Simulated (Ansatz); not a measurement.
# GdN (rocksalt): which electronic and magnetic state is lowest, part 2 of 2

Aim: start GdN (rocksalt) from several magnetic orders or shell fillings at one geometry and see which ends lowest.

Ansatz 0.2.0; DFT r²SCAN, scalar-relativistic, plane waves, PAW. Earlier steps stand in the parts before.

## 4. Antiferromagnetic, doubled cell, propagation vector (0, 1/2, 1/2)

Input file input.yaml:

```yaml
crystal:
  lattice:
    - [0.0, 2.4865533676, 2.4865533676]
    - [4.9731067352, 2.4865533676, 2.4865533676]
    - [4.9731067352, 4.9731067352, 0.0]
  atoms:
    - { symbol: Gd, position: [0.5, 0.5, 0.0], spin: 7.0 }
    - { symbol: "N", position: [0.0, 0.0, 0.0] }
    - { symbol: Gd, position: [0.5, 0.5, 0.5], spin: -7.0 }
    - { symbol: "N", position: [0.0, 0.0, 0.5] }
basis:
  ecutwfc: 500
  ecutrho_ratio: 4
kpoints:
  mp_grid: { grid: [12, 12, 6] }
hamiltonian:
  xc: r2scan
scf:
  occupations: { method: gaussian, width: 0.05 }
output:
  forces: true
  stress: true
  eigenvalues: true
  populations: true
magnetization:
  spin_polarized: true
```

Started as:

```sh
> ansatz run input.yaml --threads 2 --pin off --max-ram 2662MiB --backend cpu --events-out ev --progress --plain --runs-dir out
```

The log of the run, shortened:

```text
Warning: RAYON_NUM_THREADS=2 ignored (pool sized by the plan → 2); use --threads N
Gd: projections on atomic orbitals take those of the free atom [Kr 4d10] 4f7 5s2 5p6 5d1 6s2, of charge +0.00 (hamiltonian.pseudopotentials.projection_atoms); the dataset's partial waves leave at most 2.5e-4 of an orbital's norm unspanned inside its sphere
[...]
Pseudopotentials: kind: paw
Pseudopotential: Gd, paw, valence charge 18, recommended cutoff 500 eV (meta_gga), Gd.paw.azcp
Pseudopotential: N, paw, valence charge 5, recommended cutoff 500 eV (meta_gga), N.paw.azcp
Functional definition: r2SCAN
[...]
Crystal: 4 atoms, lattice volume = 61.497 Å³
Basis set: ecut = 500 eV, 1539 PW (Γ), exchange–correlation on 108×180×216 points (64 copies of the dense FFT grid, shifted against one another)
Bands: 36, of which v1, the nominal top of the filled ones, is band 23 counted from 1 (22 counted from 0)
Symmetry: 16 space group operations
Space group: P4/mmm (ITA 123), of the structure as read, at distance tolerance 3.9e-5 Å
[...]
WARN: an SCF from ferromagnetic starting moments (-7.00, 0.00, -7.00, 0.00 Bohr magnetons, atom by atom) was not made, by what the run has read of turns of its moments that order reads lower: the deck asks for what bars it, or types moments that do (magnetization.spin_polarized, in the [...]
Spin contamination: 7.0260 ħ² per cell (⟨S²⟩ above its minimum at these occupations)
Per-site moments (μB) at R_I (Å): [(6.904324709458724, 1.0257032641350001), (0.04983397835953717, 1.0257032641350001), (-6.904324709458724, 1.0257032641350001), (-0.0498339783595372, 1.0257032641350001)]
Free energy (F): -19469.192794 eV
[...]
E sigma→0 (E₀):  -19469.192792 eV
Entropy (-TS):   -0.000003 eV (-0.001 meV/atom)
Fermi energy:    14.547940 eV
[...]
--- Forces (eV/Å), atoms counted from 1 ---
  atom   1  Gd     0.00000000    -0.00000000     0.00000000
  atom   2  N      0.00000000    -0.00000000    -0.00000000
  atom   3  Gd     0.00000000    -0.00000000     0.00000000
  atom   4  N      0.00000000     0.00000000     0.00000000
[...]
--- Stress (GPa, compression-positive) ---
        0.509500       0.000000       0.000000
        0.000000       0.204915       0.000000
        0.000000      -0.000000       0.204915
  P = ⅓ Tr σ = 0.3064 GPa (3.064 kbar)
--- Band table (eV; the first three rows and the last of 200) ---
[...]
--- Löwdin populations: 4 sites ---
  site symbol       q [e]    m [muB]
     0     Gd     17.2221     7.0397
     1      N      5.7339     0.0536
     2     Gd     17.2221    -7.0397
     3      N      5.7339    -0.0536
  spilling = 0.001912 (of n_electrons = 46.000000)
```

Caution: the run may have ended on a state that is not the lowest.

It took 45 s on 2 threads of Arm Neoverse V1, shared host; peak memory 0.97 GiB.

This gives: volume 15.374 Å³/atom, pressure 0.31 GPa, mesh gap 0.19 eV, moments in the atoms' spheres Gd 6.90, -6.90 μB.

Spin moments on the atoms, as numbers (put along z; the direction is arbitrary without spin–orbit coupling):

```tsv
atom	x (μB)	y (μB)	z (μB)
Gd1	0.00	0.00	6.90
Gd3	0.00	0.00	-6.90
```

## 5. Small parallel starting moments

Input file input.yaml:

```yaml
crystal:
  lattice:
    - [0.0, 2.4865533676, 2.4865533676]
    - [2.4865533676, 0.0, 2.4865533676]
    - [2.4865533676, 2.4865533676, 0.0]
  atoms:
    - { symbol: Gd, position: [0.5, 0.5, 0.5], spin: 0.5 }
    - { symbol: "N", position: [0.0, 0.0, 0.0] }
basis:
  ecutwfc: 500
  ecutrho_ratio: 4
kpoints:
  mp_grid: { grid: [12, 12, 12] }
hamiltonian:
  xc: r2scan
scf:
  occupations: { method: gaussian, width: 0.05 }
output:
  forces: true
  stress: true
  eigenvalues: true
  populations: true
magnetization:
  spin_polarized: true
```

Started as:

```sh
> ansatz run input.yaml --threads 2 --pin off --max-ram 2662MiB --backend cpu --events-out ev --progress --plain --runs-dir out
```

The log of the run, shortened:

```text
Warning: where an SCF of this run starts from atoms to list the orders of its open shells, Gd (site 0, from 0) starts with 6.64 μB on its 4f shell, in the place of the 0.50 μB that the deck gives it: an open f shell starts with all that it can hold by Hund's first rule. To start from [...]
Warning: RAYON_NUM_THREADS=2 ignored (pool sized by the plan → 2); use --threads N
Gd: projections on atomic orbitals take those of the free atom [Kr 4d10] 4f7 5s2 5p6 5d1 6s2, of charge +0.00 (hamiltonian.pseudopotentials.projection_atoms); the dataset's partial waves leave at most 2.5e-4 of an orbital's norm unspanned inside its sphere
band count auto-derived: 18 (N_el = 23.0; filled up to band 12; 16 by the electrons, moments and atoms)
[...]
[... 4 set-up lines as earlier in the session ...]
[...]
Crystal: 2 atoms, lattice volume = 30.748 Å³
[...]
Spin contamination: 0.0308 ħ² per cell (⟨S²⟩ above its minimum at these occupations)
Per-site moments (μB) at R_I (Å): [(6.927786933863604, 1.0257032641350001), (-0.13844201144376564, 1.0257032641350001)]
Free energy (F): -9734.607876 eV
[...]
E sigma→0 (E₀):  -9734.607827 eV
Entropy (-TS):   -0.000099 eV (-0.049 meV/atom)
Fermi energy:    14.609872 eV
[...]
--- Forces (eV/Å), atoms counted from 1 ---
  atom   1  Gd     0.00000000    -0.00000000     0.00000000
  atom   2  N     -0.00000000     0.00000000     0.00000000
[...]
--- Stress (GPa, compression-positive) ---
        0.054567       0.000000      -0.000000
       -0.000000       0.054567      -0.000000
       -0.000000      -0.000000       0.054567
  P = ⅓ Tr σ = 0.0546 GPa (0.546 kbar)
--- Band table (eV; the first three rows and the last of 144) ---
  k-point 0 ↑: bands = ["-30.7939", "-7.1706", "-7.1706", "-7.1706", "0.7057", "10.5899", "10.5899", "10.5899", "10.7772", "10.9935", "10.9935", "10.9935", "14.8139", "14.8139", "14.8139", "17.2786", "17.2786", "17.2786"]
[...]
--- Löwdin populations: 2 sites ---
  site symbol       q [e]    m [muB]
     0     Gd     17.2284     7.1487
     1      N      5.7284    -0.1510
  spilling = 0.001876 (of n_electrons = 23.000000)
```

Wall time 11 s (2 threads of Arm Neoverse V1, shared host); peak memory 0.48 GiB.

This gives: volume 15.374 Å³/atom, pressure 0.05 GPa, metallic, moments in the atoms' spheres Gd 6.93; N -0.14 μB.

The typed moments are small, but the first cycle already holds 7.0 μB per cell: the program filled the open shells as in the free atom, so this is no test of a weak start.

## 6. The magnetic starts side by side

Energies have the smearing extrapolated to zero.

| start | from the base state (meV/atom) | gap (eV) | pressure (GPa) | moments in spheres (μB) |
| --- | --- | --- | --- | --- |
| ferromagnetic | 0.0 | metal | 0.05 | Gd 6.93; N -0.14 |
| no spin polarisation | 4295.7 | metal | -2.69 | none |
| antiferromagnetic, doubled cell, propagation vector (0, 0, 1/2) | 5.5 | 0.41 | 0.40 | Gd 6.91, -6.91 |
| antiferromagnetic, doubled cell, propagation vector (0, 1/2, 1/2) | 5.7 | 0.19 | 0.31 | Gd 6.90, -6.90; N 0.05, -0.05 |
| small parallel starting moments | 0.0 | metal | 0.05 | Gd 6.93; N -0.14 |

Propagation vectors are in units of the typed cell's reciprocal vectors.

## 7. What came out

What follows sums up all 2 parts.

```
             quantity                value
lowest magnetic start        ferromagnetic
   next in this table  5.5 meV/atom higher
```

In words: The lowest state comes from the start «ferromagnetic», matched within 0.3 meV/atom by «small parallel starting moments»; the next lies 5.5 meV/atom higher. At this cell, forbidding spin polarisation costs 4296 meV/atom. Only a few orders and starts were tried, so a lower state isn't excluded. No U or exact exchange acts on the open f shell of Gd, so the metal holds for this level alone. Spin–orbit coupling is left out, though the cell holds Gd; it splits the 4f levels.
